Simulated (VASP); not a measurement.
# SnTe (Fm-3m) in VASP: notebook

The runs below take SnTe through single point, relaxation of cell and atoms, with PBEsol, RPBE, LDA.

Program: VASP 6.6.1. These are calculated values, not measurements. Logs are shortened: lines on timing, memory, paths and dates and some standing lists are left out, and cuts for length are marked.

**The experiment to reproduce.**

From a printed reference work, textbook, for a bulk crystal of SnTe at 300 K: band gap 0.18 eV (direct).

The results are compared with them further down.

### 1 The structure

Symmetry: Fm-3m, No. 225, cubic system. Conventional cell: a = 6.372 Å, b = 6.372 Å, c = 6.372 Å, α = 90.00°, β = 90.00°, γ = 90.00°. Sn (site symmetry m-3m) is surrounded by 6 Te at 3.19 Å. Te (site symmetry m-3m) has 6 Sn at 3.19 Å as nearest neighbours.

The cell is a database's computed one.

### 2 Single point, PBEsol

Input file INCAR:

```
PREC = Accurate
ENCUT = 520
EDIFF = 1E-6
ISMEAR = 0
SIGMA = 0.1
LREAL = F
LASPH = T
NELM = 100
ALGO = Fast
ISIF = 2
LWAVE = F
LCHARG = T
GGA = PS
LELF = T
LVHAR = T
NBANDS = 17
```

Input file KPOINTS:

```
Automatic mesh
0
Gamma
  12 12 12
```

Input file POSCAR:

```
SnTe
1.0
    0.0000000000      3.1858130700      3.1858130700
    3.1858130700      0.0000000000      3.1858130700
    3.1858130700      3.1858130700      0.0000000000
Sn Te
1 1
Direct
    0.0000000000      0.0000000000      0.0000000000
    0.5000000000      0.5000000000      0.5000000000
```

Potentials or basis: VASP PAW PBE potentials, release 64 (Sn_d, Te).

Run with:

```sh
cat potpaw_PBE.64/Sn_d/POTCAR potpaw_PBE.64/Te/POTCAR > POTCAR
mpirun -np 1 vasp_std > vasp.out
```

OUTCAR:

```text
PREC = Accurate
   ENCUT = 520
   EDIFF = 1E-6
   ISMEAR = 0
   LREAL = F
   LASPH = T
   NELM = 100
   ISIF = 2
   GGA = PS

 ion  position               nearest neighbor table
   1  0.000  0.000  0.000-   2 3.19   2 3.19   2 3.19   2 3.19   2 3.19   2 3.19
   2  0.500  0.500  0.500-   1 3.19   1 3.19   1 3.19   1 3.19   1 3.19   1 3.19

  LATTYP: Found a face centered cubic cell.
 ALAT       =     6.3716261400

  Lattice vectors:

 A1 = (   0.0000000000,   3.1858130700,   3.1858130700)
 A2 = (   3.1858130700,   0.0000000000,   3.1858130700)
 A3 = (   3.1858130700,   3.1858130700,   0.0000000000)

Analysis of symmetry for initial positions (statically):
=====================================================================
 Subroutine PRICEL returns:
 Original cell was already a primitive cell.

 Routine SETGRP: Setting up the symmetry group for a
 face centered cubic supercell.

 Subroutine GETGRP returns: Found 48 space group operations
 (whereof 48 operations were pure point group operations)
 out of a pool of 48 trial point group operations.

The static configuration has the point symmetry O_h .

Analysis of symmetry for dynamics (positions and initial velocities):
=====================================================================
 Subroutine PRICEL returns:
 Original cell was already a primitive cell.

 Routine SETGRP: Setting up the symmetry group for a
 face centered cubic supercell.

 Subroutine GETGRP returns: Found 48 space group operations
 (whereof 48 operations were pure point group operations)
 out of a pool of 48 trial point group operations.

The dynamic configuration has the point symmetry O_h .

 Subroutine INISYM returns: Found 48 space group operations
 (whereof 48 operations are pure point group operations),
 and found     1 'primitive' translations

----------------------------------------------------------------------------------------

                                     Primitive cell

  volume of cell :      64.6682

  direct lattice vectors                    reciprocal lattice vectors
     0.000000000  3.185813070  3.185813070    -0.156945806  0.156945806  0.156945806
     3.185813070  0.000000000  3.185813070     0.156945806 -0.156945806  0.156945806
     3.185813070  3.185813070  0.000000000     0.156945806  0.156945806 -0.156945806

  length of vectors
     4.505420051  4.505420051  4.505420051     0.271838110  0.271838110  0.271838110

  position of ions in fractional coordinates (direct lattice)
     0.000000000  0.000000000  0.000000000
     0.500000000  0.500000000  0.500000000

  ion indices of the primitive-cell ions
   primitive index   ion index
                 1           1
                 2           2

----------------------------------------------------------------------------------------

 KPOINTS: Automatic mesh

Automatic generation of k-mesh.
 Grid dimensions read from file:
 generate k-points for:   12   12   12

 Generating k-lattice:

  Cartesian coordinates                     Fractional coordinates (reciprocal lattice)
    -0.013078817  0.013078817  0.013078817     0.083333333  0.000000000  0.000000000
     0.013078817 -0.013078817  0.013078817     0.000000000  0.083333333  0.000000000
     0.013078817  0.013078817 -0.013078817     0.000000000  0.000000000  0.083333333

  Length of vectors
     0.022653176  0.022653176  0.022653176

  Shift w.r.t. Gamma in fractional coordinates (k-lattice)
     0.000000000  0.000000000  0.000000000

 Subroutine IBZKPT returns following result:
 ===========================================

 Found     72 irreducible k-points:

 Following reciprocal coordinates:
            Coordinates               Weight
  0.000000  0.000000  0.000000      1.000000
  0.083333  0.000000  0.000000      8.000000
  0.166667  0.000000  0.000000      8.000000
  0.250000  0.000000  0.000000      8.000000
  0.333333  0.000000  0.000000      8.000000
  0.416667  0.000000  0.000000      8.000000
[... 16 lines left out ...]
  0.500000  0.166667  0.000000     24.000000
 -0.416667  0.166667  0.000000     24.000000
 [... further k-points ...]
   k-points           NKPTS =     72   k-points in BZ     NKDIM =     72   number of bands    NBANDS=     17
   number of dos      NEDOS =    301   number of ions     NIONS =      2
   total plane-waves  NPLWV =  46656
   dimension x,y,z NGX =    36 NGY =   36 NGZ =   36
   dimension x,y,z NGXF=    72 NGYF=   72 NGZF=   72
   ions per type =               1   1
   NGX,Y,Z   is equivalent  to a cutoff of  13.28, 13.28, 13.28 a.u.
   NGXF,Y,Z  is equivalent  to a cutoff of  26.57, 26.57, 26.57 a.u.
 SYSTEM =  unknown system
   PREC   = accura    normal or accurate (medium, high low for compatibility)
   ISTART =      0    job   : 0-new  1-cont  2-samecut
   ICHARG =      2    charge: 1-file 2-atom 10-const
   ISPIN  =      1    spin polarized calculation?
   LNONCOLLINEAR =      F non collinear calculations
   LSORBIT =      F    spin-orbit coupling
   LASPH  =      T    aspherical Exc in radial PAW
   ENCUT  =  520.0 eV  38.22 Ry    6.18 a.u.   8.38  8.38  8.38*2*pi/ulx,y,z
   NELM   =    100;   NELMIN=  2; NELMDL= -5     # of ELM steps
   EDIFF  = 0.1E-05   stopping-criterion for ELM
   LREAL  =      F    real-space projection
   EDIFFG = 0.1E-04   stopping-criterion for IOM
   NSW    =      0    number of steps for IOM
   IBRION =     -1    ionic relax: 0-MD 1-quasi-New 2-CG
   NFREE  =      0    steps in history (QN), initial steepest desc. (CG)
   ISIF   =      2    stress and relaxation
   ISYM   =      2    0-nonsym 1-usesym 2-fastsym
   POTIM  = 0.5000    time-step for ionic-motion
   TEBEG  =    0.0;   TEEND  =   0.0 temperature during run
   PSTRESS=    0.0 pullay stress
   NELECT =      20.0000    total number of electrons
   NUPDOWN=      -1.0000    fix difference up-down
   EMIN   =  10.00;   EMAX   =-10.00  energy-range for DOS
   EFERMI =   0.00;   METHOD = LEGACY
   ISMEAR =     0;   SIGMA  =   0.10  broadening in eV -4-tet -1-fermi 0-gaus
   EFERMI_NEDOS =   21; number of points for ismear=-14 and -15
   IALGO  =     68    algorithm
   IMIX   =      4    mixing-type and parameters
     AMIX     =   0.40;   BMIX     =  1.00
     AMIX_MAG =   1.60;   BMIX_MAG =  1.00
  volume/ion in A,a.u.               =      32.33       218.20
  Fermi-wavevector in a.u.,A,eV,Ry     =   1.107103  2.092121 16.676337  1.225676
  Thomas-Fermi vector in A             =   2.243612
   LORBIT       =      0    0 simple, 1 ext, 2 COOP (PROOUT), +10 PAW based schemes
   GGA     = PS    functional components
   LHFCALC =     F    Hartree Fock is set to
   AEXX    =    0.0000 exact exchange contribution
   IVDW    =     0    specifies the selected vdW correction
   LEPSILON=     F    determine dielectric tensor
   LRPA    =     F    only Hartree local field effects (RPA)
 non-spin polarized calculation
 RMM-DIIS sequential band-by-band and
 Gauss-broadening in eV      SIGMA  =   0.10
  energy-cutoff  :      520.00
  volume of cell :       64.67
 maximum number of plane-waves:      1807
 NGX is ok and might be reduce to    36
   NGX = 17   NGY = 17   NGZ = 17

 number of electron      20.0000002 magnetization

 Free energy of the ion-electron system (eV)
  ---------------------------------------------------
  ext. energy  EPLUGINS =         0.00000000
  ---------------------------------------------------
  free energy    TOTEN  =        -8.32611906 eV

  energy without entropy =       -8.32587158  energy(sigma->0) =       -8.32599532

 E-fermi :   6.3902     XC(G=0):  -9.5064

 val. band max:        6.3668510139   @ k =   0.5000   0.0000   0.0000
 cond. band min:       6.4136407830   @ k =   0.5000   0.0000   0.0000
 fundamental gap:      0.0467897692
 Fermi energy:         6.3902341018

 k-point     1 :       0.0000    0.0000    0.0000
  band No.  band energies     occupation
      1     -15.3730      2.00000
      2     -15.3730      2.00000
      3     -15.3681      2.00000
      4     -15.3681      2.00000
      5     -15.3681      2.00000
      6      -6.1814      2.00000
[... 9 lines left out ...]
     16      11.1702      0.00000
     17      13.2183      0.00000

 k-point     2 :       0.0833    0.0000    0.0000
  band No.  band energies     occupation
      1     -15.3732      2.00000
      2     -15.3732      2.00000
      3     -15.3679      2.00000
      4     -15.3677      2.00000
      5     -15.3677      2.00000
      6      -6.1253      2.00000
[... 9 lines left out ...]
     16      11.3133      0.00000
     17      13.6803      0.00000

 k-point     3 :       0.1667    0.0000    0.0000
  band No.  band energies     occupation
      1     -15.3740      2.00000
      2     -15.3740      2.00000
      3     -15.3677      2.00000
      4     -15.3667      2.00000
      5     -15.3667      2.00000
      6      -5.9613      2.00000
[... 9 lines left out ...]
     16      11.7156      0.00000
     17      14.7378      0.00000

 k-point     4 :       0.2500    0.0000    0.0000
  band No.  band energies     occupation
      1     -15.3751      2.00000
      2     -15.3751      2.00000
      3     -15.3673      2.00000
      4     -15.3651      2.00000
      5     -15.3651      2.00000
      6      -5.7050      2.00000
[... 9 lines left out ...]
     16      12.3538      0.00000
     17      16.0887      0.00000

 k-point     5 :       0.3333    0.0000    0.0000
  band No.  band energies     occupation
      1     -15.3763      2.00000
      2     -15.3763      2.00000
      3     -15.3669      2.00000
      4     -15.3635      2.00000
      5     -15.3635      2.00000
      6      -5.3929      2.00000
[... 9 lines left out ...]
     16      13.2069      0.00000
     17      16.8041      0.00000

 k-point     6 :       0.4167    0.0000    0.0000
  band No.  band energies     occupation
      1     -15.3772      2.00000
      2     -15.3772      2.00000
      3     -15.3667      2.00000
      4     -15.3622      2.00000
      5     -15.3622      2.00000
      6      -5.1046      2.00000
[... 9 lines left out ...]
     16      14.2447      0.00000
     17      15.8969      0.00000

 k-point     7 :       0.5000    0.0000    0.0000
  band No.  band energies     occupation
      1     -15.3775      2.00000
      2     -15.3775      2.00000
      3     -15.3666      2.00000
      4     -15.3618      2.00000
      5     -15.3618      2.00000
      6      -4.9783      2.00000
[... 9 lines left out ...]
     16      15.2007      0.00000
     17      15.2011      0.00000

 k-point     8 :       0.0833    0.0833    0.0000
  band No.  band energies     occupation
      1     -15.3739      2.00000
      2     -15.3727      2.00000
      3     -15.3683      2.00000
      4     -15.3674      2.00000
      5     -15.3674      2.00000
      6      -6.1067      2.00000
[... 9 lines left out ...]
     16      11.5618      0.00000
     17      13.3154      0.00000
[... 203 lines left out ...]
      1     -15.3763      2.00000
      2     -15.3720      2.00000
      3     -15.3689      2.00000
      4     -15.3657      2.00000
      5     -15.3657      2.00000
      6      -5.8897      2.00000
[... 9 lines left out ...]
     16      12.5596      0.00000
     17      13.8336      0.00000

 k-point    20 :       0.2500    0.1667    0.0000
  band No.  band energies     occupation
      1     -15.3778      2.00000
      2     -15.3720      2.00000
      3     -15.3690      2.00000
      4     -15.3646      2.00000
      5     -15.3644      2.00000
      6      -5.7022      2.00000
[... 9 lines left out ...]
     16      13.2153      0.00000
     17      14.1823      0.00000

 k-point    21 :       0.3333    0.1667    0.0000
  band No.  band energies     occupation
      1     -15.3791      2.00000
      2     -15.3727      2.00000
      3     -15.3685      2.00000
      4     -15.3636      2.00000
      5     -15.3628      2.00000
      6      -5.4390      2.00000
[... 9 lines left out ...]
     16      14.0338      0.00000
     17      15.3722      0.00000

 k-point    22 :       0.4167    0.1667    0.0000
  band No.  band energies     occupation
      1     -15.3798      2.00000
      2     -15.3739      2.00000
      3     -15.3675      2.00000
      4     -15.3629      2.00000
      5     -15.3616      2.00000
      6      -5.1486      2.00000
[... 9 lines left out ...]
     16      15.0233      0.00000
     17      15.7980      0.00000

 k-point    23 :       0.5000    0.1667    0.0000
  band No.  band energies     occupation
      1     -15.3798      2.00000
      2     -15.3751      2.00000
      3     -15.3664      2.00000
      4     -15.3627      2.00000
      5     -15.3611      2.00000
      6      -4.9239      2.00000
[... 9 lines left out ...]
     16      15.2840      0.00000
     17      15.7284      0.00000

 k-point    24 :      -0.4167    0.1667    0.0000
  band No.  band energies     occupation
      1     -15.3790      2.00000
      2     -15.3760      2.00000
      3     -15.3657      2.00000
      4     -15.3627      2.00000
      5     -15.3616      2.00000
      6      -4.8854      2.00000
[... 9 lines left out ...]
     16      14.1356      0.00000
     17      16.5773      0.00000

 [... further k-points ...]

------------------------ aborting loop because EDIFF is reached ----------------------------------------

  FORCE on cell =-STRESS in cart. coord.  units (eV):
  Direction    XX          YY          ZZ          XY          YZ          ZX
  --------------------------------------------------------------------------------------
  -------------------------------------------------------------------------------------
  Total       -0.6854090     -0.6854090     -0.6854090      0.0000000      0.0000000     -0.0000000
  in kB      -16.9812439    -16.9812439    -16.9812439      0.0000000      0.0000000     -0.0000000
  external PRESSURE =     -16.9812439 kB  Pullay stress =       0.0000000 kB

 VOLUME and BASIS-vectors are now :
 -----------------------------------------------------------------------------
  energy-cutoff  :      520.00
  volume of cell :       64.67
      direct lattice vectors                 reciprocal lattice vectors
     0.000000000  3.185813070  3.185813070    -0.156945806  0.156945806  0.156945806
     3.185813070  0.000000000  3.185813070     0.156945806 -0.156945806  0.156945806
     3.185813070  3.185813070  0.000000000     0.156945806  0.156945806 -0.156945806

 POSITION                                       TOTAL-FORCE (eV/Angst)
 -----------------------------------------------------------------------------------
      0.00000      0.00000      0.00000        -0.000000      0.000000     -0.000000
      3.18581      3.18581      3.18581         0.000000     -0.000000      0.000000
 -----------------------------------------------------------------------------------
    total drift:                               -0.000000      0.000000      0.000000

  FREE ENERGIE OF THE ION-ELECTRON SYSTEM (eV)
  ---------------------------------------------------
  free  energy   TOTEN  =        -8.3261190601 eV

  energy  without entropy=       -8.3258715849  energy(sigma->0) =       -8.32599532
```

Run time: 31 s. Hardware: 1 thread of Intel Xeon 6975P-C (Granite Rapids), shared host; peak memory 0.25 GiB.

What came out:

```
Free energy            : -8.3261 eV
Pressure               : -1.7 GPa
Band gap on the k mesh : 0.05 eV, direct
```

Levels at points of the mesh, in eV from the valence-band top:
```csv
k point,band 8,band 9,band 10,band 11,band 12,band 13
"(0.00, 0.00, 0.00)",-2.01,-2.01,-2.01,3.29,3.29,3.29
"(0.50, 0.00, 0.00)",-1.68,-1.68,0.00,0.05,0.43,0.43
"(0.50, 0.50, 0.00)",-5.34,-3.56,-3.56,2.26,4.78,4.78
```

Caveat: the PAW data sets were made with another functional, which shifts forces and pressure a little; spin-orbit coupling is left out, which moves the levels of the heavy elements.

[end of part 1 of 2]
